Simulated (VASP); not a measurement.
# Cu (Fm-3m) in VASP: a series of runs

One crystal, Cu, is run at these levels: PBE; tasks: relaxation of cell and atoms, electrostatic potential.

Program: VASP 6.6.1. These are calculated values, not measurements. Logs are shortened: lines on timing, memory, paths and dates and some standing lists are left out, and cuts for length are marked.

## (1) Starting point

Symmetry: Fm-3m, No. 225, cubic system. The conventional cell has a = 3.570 Å, b = 3.570 Å, c = 3.570 Å, α = 90.00°, β = 90.00°, γ = 90.00°. Cu (site symmetry m-3m) is surrounded by 12 Cu at 2.52 Å.

The cell was built by a generator and needn't be a form met in nature.

## (2) Relaxation of cell and atoms, PBE

Input file INCAR:

```
  PREC = Accurate
  ENCUT = 700
  EDIFF = 1E-6
  ISMEAR = 1
  SIGMA = 0.1
  LREAL = F
  LASPH = T
  NELM = 120
  ALGO = Fast
  ISIF = 3
  LWAVE = F
  LCHARG = F
  GGA = PE
  IBRION = 2
  NSW = 60
  EDIFFG = -0.005
```

Input file KPOINTS:

```
Automatic mesh
0
Gamma
  20 20 20
```

Input file POSCAR:

```
Cu
1.0
    0.0000000000      1.7850000000      1.7850000000
    1.7850000000      0.0000000000      1.7850000000
    1.7850000000      1.7850000000      0.0000000000
Cu
1
Direct
    0.0000000000      0.0000000000      0.0000000000
```

Potentials or basis: VASP PAW PBE potentials, release 64 (Cu).

Run with:

```
$ cat potpaw_PBE.64/Cu/POTCAR > POTCAR
$ mpirun -np 1 vasp_std > vasp.out
```

OUTCAR:

```text
PREC = Accurate
   ENCUT = 700
   EDIFF = 1E-6
   ISMEAR = 1
   LREAL = F
   LASPH = T
   NELM = 120
   ISIF = 3
   GGA = PE
   IBRION = 2
   NSW = 60
   EDIFFG = -0.005

 ion  position               nearest neighbor table
   1  0.000  0.000  0.000-

  LATTYP: Found a face centered cubic cell.
 ALAT       =     3.5700000000

  Lattice vectors:

 A1 = (   0.0000000000,   1.7850000000,   1.7850000000)
 A2 = (   1.7850000000,   0.0000000000,   1.7850000000)
 A3 = (   1.7850000000,   1.7850000000,   0.0000000000)

Analysis of symmetry for initial positions (statically):
=====================================================================
 Subroutine PRICEL returns:
 Original cell was already a primitive cell.

 Routine SETGRP: Setting up the symmetry group for a
 face centered cubic supercell.

 Subroutine GETGRP returns: Found 48 space group operations
 (whereof 48 operations were pure point group operations)
 out of a pool of 48 trial point group operations.

The static configuration has the point symmetry O_h .

Analysis of symmetry for dynamics (positions and initial velocities):
=====================================================================
 Subroutine PRICEL returns:
 Original cell was already a primitive cell.

 Routine SETGRP: Setting up the symmetry group for a
 face centered cubic supercell.

 Subroutine GETGRP returns: Found 48 space group operations
 (whereof 48 operations were pure point group operations)
 out of a pool of 48 trial point group operations.

The dynamic configuration has the point symmetry O_h .

 Subroutine INISYM returns: Found 48 space group operations
 (whereof 48 operations are pure point group operations),
 and found     1 'primitive' translations

----------------------------------------------------------------------------------------

                                     Primitive cell

  volume of cell :      11.3748

  direct lattice vectors                    reciprocal lattice vectors
     0.000000000  1.785000000  1.785000000    -0.280112045  0.280112045  0.280112045
     1.785000000  0.000000000  1.785000000     0.280112045 -0.280112045  0.280112045
     1.785000000  1.785000000  0.000000000     0.280112045  0.280112045 -0.280112045

  length of vectors
     2.524371209  2.524371209  2.524371209     0.485168293  0.485168293  0.485168293

  position of ions in fractional coordinates (direct lattice)
     0.000000000  0.000000000  0.000000000

  ion indices of the primitive-cell ions
   primitive index   ion index
                 1           1

----------------------------------------------------------------------------------------

 KPOINTS: Automatic mesh

Automatic generation of k-mesh.
 Grid dimensions read from file:
 generate k-points for:   20   20   20

 Generating k-lattice:

  Cartesian coordinates                     Fractional coordinates (reciprocal lattice)
    -0.014005602  0.014005602  0.014005602     0.050000000  0.000000000  0.000000000
     0.014005602 -0.014005602  0.014005602     0.000000000  0.050000000  0.000000000
     0.014005602  0.014005602 -0.014005602     0.000000000  0.000000000  0.050000000

  Length of vectors
     0.024258415  0.024258415  0.024258415

  Shift w.r.t. Gamma in fractional coordinates (k-lattice)
     0.000000000  0.000000000  0.000000000

 Subroutine IBZKPT returns following result:
 ===========================================

 Found    256 irreducible k-points:

 Following reciprocal coordinates:
            Coordinates               Weight
  0.000000  0.000000  0.000000      1.000000
  0.050000  0.000000  0.000000      8.000000
  0.100000  0.000000  0.000000      8.000000
  0.150000  0.000000  0.000000      8.000000
  0.200000  0.000000  0.000000      8.000000
  0.250000  0.000000  0.000000      8.000000
[... 16 lines left out ...]
 -0.400000  0.050000  0.000000     24.000000
 -0.350000  0.050000  0.000000     24.000000
 [... further k-points ...]
   k-points           NKPTS =    256   k-points in BZ     NKDIM =    256   number of bands    NBANDS=      9
   number of dos      NEDOS =    301   number of ions     NIONS =      1
   total plane-waves  NPLWV =  13824
   dimension x,y,z NGX =    24 NGY =   24 NGZ =   24
   dimension x,y,z NGXF=    48 NGYF=   48 NGZF=   48
   ions per type =               1
   NGX,Y,Z   is equivalent  to a cutoff of  15.81, 15.81, 15.81 a.u.
   NGXF,Y,Z  is equivalent  to a cutoff of  31.61, 31.61, 31.61 a.u.
 SYSTEM =  unknown system
   PREC   = accura    normal or accurate (medium, high low for compatibility)
   ISTART =      0    job   : 0-new  1-cont  2-samecut
   ICHARG =      2    charge: 1-file 2-atom 10-const
   ISPIN  =      1    spin polarized calculation?
   LNONCOLLINEAR =      F non collinear calculations
   LSORBIT =      F    spin-orbit coupling
   LASPH  =      T    aspherical Exc in radial PAW
   ENCUT  =  700.0 eV  51.45 Ry    7.17 a.u.   5.45  5.45  5.45*2*pi/ulx,y,z
   NELM   =    120;   NELMIN=  2; NELMDL= -5     # of ELM steps
   EDIFF  = 0.1E-05   stopping-criterion for ELM
   LREAL  =      F    real-space projection
   EDIFFG = -.5E-02   stopping-criterion for IOM
   NSW    =     60    number of steps for IOM
   IBRION =      2    ionic relax: 0-MD 1-quasi-New 2-CG
   NFREE  =      1    steps in history (QN), initial steepest desc. (CG)
   ISIF   =      3    stress and relaxation
   ISYM   =      2    0-nonsym 1-usesym 2-fastsym
   POTIM  = 0.5000    time-step for ionic-motion
   TEBEG  =    0.0;   TEEND  =   0.0 temperature during run
   PSTRESS=    0.0 pullay stress
   NELECT =      11.0000    total number of electrons
   NUPDOWN=      -1.0000    fix difference up-down
   EMIN   =  10.00;   EMAX   =-10.00  energy-range for DOS
   EFERMI =   0.00;   METHOD = LEGACY
   ISMEAR =     1;   SIGMA  =   0.10  broadening in eV -4-tet -1-fermi 0-gaus
   EFERMI_NEDOS =   21; number of points for ismear=-14 and -15
   IALGO  =     68    algorithm
   IMIX   =      4    mixing-type and parameters
     AMIX     =   0.40;   BMIX     =  1.00
     AMIX_MAG =   1.60;   BMIX_MAG =  1.00
  volume/ion in A,a.u.               =      11.37        76.76
  Fermi-wavevector in a.u.,A,eV,Ry     =   1.618915  3.059307 35.659337  2.620887
  Thomas-Fermi vector in A             =   2.713101
   LORBIT       =      0    0 simple, 1 ext, 2 COOP (PROOUT), +10 PAW based schemes
   GGA     = PE    functional components
   LHFCALC =     F    Hartree Fock is set to
   AEXX    =    0.0000 exact exchange contribution
   IVDW    =     0    specifies the selected vdW correction
   LEPSILON=     F    determine dielectric tensor
   LRPA    =     F    only Hartree local field effects (RPA)
 conjugate gradient relaxation of ions
 non-spin polarized calculation
 RMM-DIIS sequential band-by-band and
 Methfessel and Paxton  Order N= 1 SIGMA  =   0.10
  energy-cutoff  :      700.00
  volume of cell :       11.37
 maximum number of plane-waves:       531
 NGX is ok and might be reduce to    24
   NGX = 11   NGY = 11   NGZ = 11

--------------------------------------- Ionic step        1  -------------------------------------------

 number of electron      11.0000000 magnetization

 Free energy of the ion-electron system (eV)
  ---------------------------------------------------
  ext. energy  EPLUGINS =         0.00000000
  ---------------------------------------------------
  free energy    TOTEN  =        -3.71255303 eV

  energy without entropy =       -3.71272203  energy(sigma->0) =       -3.71260936

------------------------ aborting loop because EDIFF is reached ----------------------------------------

  FORCE on cell =-STRESS in cart. coord.  units (eV):
  Direction    XX          YY          ZZ          XY          YZ          ZX
  --------------------------------------------------------------------------------------
  -------------------------------------------------------------------------------------
  Total        0.6463265      0.6463265      0.6463265     -0.0000000      0.0000000      0.0000000
  in kB       91.0369837     91.0369837     91.0369837     -0.0000000      0.0000000      0.0000000
  external PRESSURE =      91.0369837 kB  Pullay stress =       0.0000000 kB
[... 86 lines left out ...]
  FREE ENERGIE OF THE ION-ELECTRON SYSTEM (eV)
  ---------------------------------------------------
  free  energy   TOTEN  =        -3.7281301581 eV

  energy  without entropy=       -3.7282910498  energy(sigma->0) =       -3.72818379

[... ionic steps 4 to 25 ...]

--------------------------------------- Ionic step       26  -------------------------------------------

 number of electron      10.9999998 magnetization

------------------------ aborting loop because EDIFF is reached ----------------------------------------

  FORCE on cell =-STRESS in cart. coord.  units (eV):
  Direction    XX          YY          ZZ          XY          YZ          ZX
  --------------------------------------------------------------------------------------
  -------------------------------------------------------------------------------------
  Total       -0.0135981     -0.0135981     -0.0135981      0.0000000      0.0000000      0.0000000
  in kB       -1.8130652     -1.8130652     -1.8130652      0.0000000      0.0000000      0.0000000
  external PRESSURE =      -1.8130652 kB  Pullay stress =       0.0000000 kB
[... 55 lines left out ...]
  energy  without entropy=       -3.7282797313  energy(sigma->0) =       -3.72817497

--------------------------------------- Ionic step       28  -------------------------------------------

 number of electron      10.9999998 magnetization

 Free energy of the ion-electron system (eV)
  ---------------------------------------------------
  ext. energy  EPLUGINS =         0.00000000
  ---------------------------------------------------
  free energy    TOTEN  =        -3.72812277 eV

  energy without entropy =       -3.72827990  energy(sigma->0) =       -3.72817515

 E-fermi :   7.3389     XC(G=0): -12.6255

 val. band max:        7.3259588016   @ k =   0.5000   0.2500   0.1000
 cond. band min:       7.3912542095   @ k =   0.5000   0.3500   0.1500
 fundamental gap:      0.0652954079
 Fermi energy:         7.3388834447

 k-point     1 :       0.0000    0.0000    0.0000
  band No.  band energies     occupation
      1      -1.8471      2.00000
      2       4.4002      2.00000
      3       4.4002      2.00000
      4       4.4002      2.00000
      5       5.2005      2.00000
      6       5.2005      2.00000
      7      29.8286      0.00000
      8      32.3394      0.00000
      9      32.3394      0.00000
[... 265 lines left out ...]
 k-point    24 :      -0.3500    0.0500    0.0000
  band No.  band energies     occupation
      1       1.9318      2.00000
      2       4.4263      2.00000
      3       4.4650      2.00000
      4       4.6022      2.00000
      5       5.5082      2.00000
      6       5.7853      2.00000
      7      14.5531      0.00000
      8      26.9679      0.00000
      9      29.3684      0.00000

 [... further k-points ...]
[... 5 lines left out ...]
  --------------------------------------------------------------------------------------
  -------------------------------------------------------------------------------------
  Total       -0.0005445     -0.0005445     -0.0005445     -0.0000000     -0.0000000     -0.0000000
  in kB       -0.0726012     -0.0726012     -0.0726012     -0.0000000     -0.0000000     -0.0000000
  external PRESSURE =      -0.0726012 kB  Pullay stress =       0.0000000 kB
[... 16 lines left out ...]
  FREE ENERGIE OF THE ION-ELECTRON SYSTEM (eV)
  ---------------------------------------------------
  free  energy   TOTEN  =        -3.7281227715 eV

  energy  without entropy=       -3.7282799013  energy(sigma->0) =       -3.72817515

 reached required accuracy - stopping structural energy minimisation
```

Wall time 2 min (1 thread of Intel Xeon Platinum 8488C (Sapphire Rapids), shared host); peak memory 0.19 GiB.

Results:

| Item | Value |
| --- | --- |
| Free energy | -3.7281 eV |
| Relaxed volume | 12.02 Å³/atom |
| Relaxed cell | a = 2.571 Å, b = 2.571 Å, c = 2.571 Å, α = 60.00°, β = 60.00°, γ = 60.00° |
| Space group after relaxing (to 0.05 Å) | Fm-3m (No. 225) |
| Energy gained by relaxing | 15.6 meV/atom |
| Ionic steps | 28 |
| Pressure after relaxing | 0.0 GPa |
| Band gap on the k mesh | none (metal or under the smearing width) |

Step by step:
```tsv
step	energy change (eV)	largest force (eV/Å)	pressure (GPa)	volume (Å³)
1	0.0000	0.0000	9.10	11.37
2	-0.0082	0.0000	-5.15	12.47
3	-0.0156	0.0000	0.54	11.99
4	-0.0155	0.0000	-0.36	12.03
5	-0.0156	0.0000	0.29	12.02
6	-0.0156	0.0000	-0.09	12.02
7	-0.0156	0.0000	0.27	12.02
8	-0.0156	0.0000	-0.17	12.02
9	-0.0156	0.0000	-0.17	12.02
10	-0.0156	0.0000	-0.19	12.02
11	-0.0156	0.0000	-0.19	12.02
12	-0.0156	0.0000	-0.19	12.02
13	-0.0156	0.0000	-0.19	12.02
14	-0.0156	0.0000	-0.19	12.02
15	-0.0156	0.0000	-0.19	12.02
16	-0.0156	0.0000	-0.19	12.02
17	-0.0156	0.0000	-0.19	12.02
18	-0.0156	0.0000	-0.19	12.02
19	-0.0156	0.0000	-0.19	12.02
20	-0.0156	0.0000	-0.19	12.02
21	-0.0156	0.0000	-0.19	12.02
22	-0.0156	0.0000	-0.19	12.02
23	-0.0156	0.0000	-0.19	12.02
24	-0.0156	0.0000	-0.19	12.02
25	-0.0156	0.0000	-0.19	12.02
26	-0.0156	0.0000	-0.18	12.02
27	-0.0156	0.0000	-0.11	12.02
28	-0.0156	0.0000	-0.01	12.02
```

Final structure:
```yaml
crystal:
  lattice:
    - [0.00000, 1.81794, 1.81794]
    - [1.81794, 0.00000, 1.81794]
    - [1.81794, 1.81794, 0.00000]
  atoms:
    - { symbol: Cu, position: [0.00000, 0.00000, 0.00000] }
```

## (3) Electrostatic potential, PBE

This run uses another cell than the first one, of 12.02 Å³/atom, 1.056 times its volume.

Input file INCAR:

```
SYSTEM = Cu
PREC = Accurate ; ENCUT = 700
EDIFF = 1E-6 ; ISMEAR = 1
SIGMA = 0.1 ; LREAL = .FALSE.
LASPH = .TRUE. ; NELM = 60
ALGO = Fast ; ISIF = 2
LWAVE = .FALSE. ; LCHARG = .TRUE.
GGA = PE ; LVHAR = .TRUE.
```

Input file KPOINTS:

```
regular mesh
0
G
  20 20 20
  0 0 0
```

Input file POSCAR:

```
Cu                                      
1.0
   -0.0000000000      1.8179405097      1.8179405097
    1.8179405097      0.0000000000      1.8179405097
    1.8179405097      1.8179405097     -0.0000000000
  Cu            
     1
Direct
     1.0000000000000000    0.0000000000000000    0.0000000000000000
```

Potentials or basis: VASP PAW PBE potentials, release 64 (Cu).

Run with:

```
$ cat potpaw_PBE.64/Cu/POTCAR > POTCAR
$ mpirun -np 1 vasp_std > vasp.out
```

OUTCAR:

```text
SYSTEM = Cu
   PREC = Accurate
   ENCUT = 700
   EDIFF = 1E-6
   ISMEAR = 1
   LREAL = .FALSE.
   LASPH = .TRUE.
   NELM = 60
   ISIF = 2
   GGA = PE

 ion  position               nearest neighbor table
   1  0.000  0.000  0.000-

  LATTYP: Found a face centered cubic cell.
 ALAT       =     3.6358810194

  Lattice vectors:

 A1 = (   0.0000000000,   1.8179405097,   1.8179405097)
 A2 = (   1.8179405097,   0.0000000000,   1.8179405097)
 A3 = (   1.8179405097,   1.8179405097,   0.0000000000)

[... 468 lines left out ...]
      9      29.3814      0.00000

 [... further k-points ...]

------------------------ aborting loop because EDIFF is reached ----------------------------------------

  FORCE on cell =-STRESS in cart. coord.  units (eV):
  Direction    XX          YY          ZZ          XY          YZ          ZX
  --------------------------------------------------------------------------------------
  -------------------------------------------------------------------------------------
  Total        0.0190212      0.0190212      0.0190212      0.0000000      0.0000000      0.0000000
  in kB        2.5361825      2.5361825      2.5361825      0.0000000      0.0000000      0.0000000
  external PRESSURE =       2.5361825 kB  Pullay stress =       0.0000000 kB

 VOLUME and BASIS-vectors are now :
 -----------------------------------------------------------------------------
  energy-cutoff  :      700.00
  volume of cell :       12.02
      direct lattice vectors                 reciprocal lattice vectors
     0.000000000  1.817940510  1.817940510    -0.275036503  0.275036503  0.275036503
     1.817940510  0.000000000  1.817940510     0.275036503 -0.275036503  0.275036503
     1.817940510  1.817940510  0.000000000     0.275036503  0.275036503 -0.275036503

 POSITION                                       TOTAL-FORCE (eV/Angst)
 -----------------------------------------------------------------------------------
      0.00000      0.00000      0.00000        -0.000000     -0.000000     -0.000000
 -----------------------------------------------------------------------------------
    total drift:                               -0.000000      0.000000     -0.000000

  FREE ENERGIE OF THE ION-ELECTRON SYSTEM (eV)
  ---------------------------------------------------
  free  energy   TOTEN  =        -3.7285842178 eV

  energy  without entropy=       -3.7287411676  energy(sigma->0) =       -3.72863653
```

stdout:

```text
POSCAR found type information on POSCAR Cu
 POSCAR found :  1 types and       1 ions
 scaLAPACK will be used
 LDA part: xc-table for (Slater+PW92), standard interpolation
 POSCAR, INCAR and KPOINTS ok, starting setup
 FFT: planning ... GRIDC
 FFT: planning ... GRID_SOFT
 FFT: planning ... GRID
 WAVECAR not read
 entering main loop
```

Wall time 22 s (1 thread of Intel Xeon Platinum 8488C (Sapphire Rapids), shared host); peak memory 0.17 GiB.

What came out:

- Free energy: -3.7286 eV
- Pressure: 0.3 GPa
- Band gap on the k mesh: none (metal or under the smearing width)

Levels at points of the mesh, in eV from the Fermi level:
```csv
k point,band 3,band 4,band 5,band 6,band 7,band 8,band 9
"(0.00, 0.00, 0.00)",-2.94,-2.94,-2.14,-2.14,22.49,25.00,25.00
"(0.50, 0.00, 0.00)",-2.97,-1.59,-1.59,-0.92,3.71,20.99,21.84
"(0.50, 0.50, 0.00)",-1.60,-1.45,-1.45,1.55,7.03,12.98,12.98
```
